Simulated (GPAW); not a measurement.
A run of GPAW 26.7.0 is set up as follows.

File run.py:

```python
from ase.calculators.mixing import SumCalculator
from ase.filters import FrechetCellFilter
from ase.io import read, write
from ase.optimize import LBFGS
from dftd4.ase import DFTD4
from gpaw import GPAW, PW, setup_paths

setup_paths.insert(0, '.')

atoms = read('POSCAR')

calc = GPAW(mode=PW(800),
            xc='PBEsol',
            kpts={'size': (10, 10, 9), 'gamma': True},
            occupations={'name': 'fermi-dirac', 'width': 0.05},
            nbands=19,
            convergence={'density': 1e-05, 'forces': 0.0001},
            maxiter=150,
            txt='gpaw.txt')
atoms.calc = SumCalculator([calc, DFTD4(method='pbesol')])
opt = LBFGS(FrechetCellFilter(atoms), trajectory='relax.traj', logfile='-')
done = opt.run(fmax=0.02, steps=60)
calc.write('gs.gpw')
write('result.traj', atoms)
print('Converged:', done)
print('Cell:', atoms.cell.cellpar().round(4))
print('Volume:', round(atoms.get_volume(), 4))
print(atoms.get_scaled_positions().round(5))
```

Contents of POSCAR:

```
WC
1.0
    2.9065000000      0.0000000000      0.0000000000
   -1.4532500000      2.5171028361      0.0000000000
    0.0000000000      0.0000000000      2.8366000000
W C
1 1
Direct
    0.0000000000      0.0000000000      0.0000000000
    0.6666666667      0.3333333333      0.5000000000
```

Potentials or basis: PAW data sets generated in the run's folder for this functional, pw.

The run is started by

```sh
$ gpaw-setup -f PBEsol C W
$ OMP_NUM_THREADS=1 python run.py
```

Q: Predict the dispersion energy per atom.

A: -0.288 eV.

Q: Predict the relaxed volume.

A: 10.18 Å³/atom.

Q: What does it give for the space group after relaxing (to 0.05 Å)?

A: P-6m2 (No. 187).

Stress tensor (GPa, compression positive):
```
-0.11  0.00  0.00
 0.00 -0.11  0.00
 0.00  0.00  0.20
```

Caveat: later steps reuse the first step's grids; pairwise dispersion overbinds metals, which lowers pressure and volume. Spin-orbit coupling is left out, which matters for the levels of W.
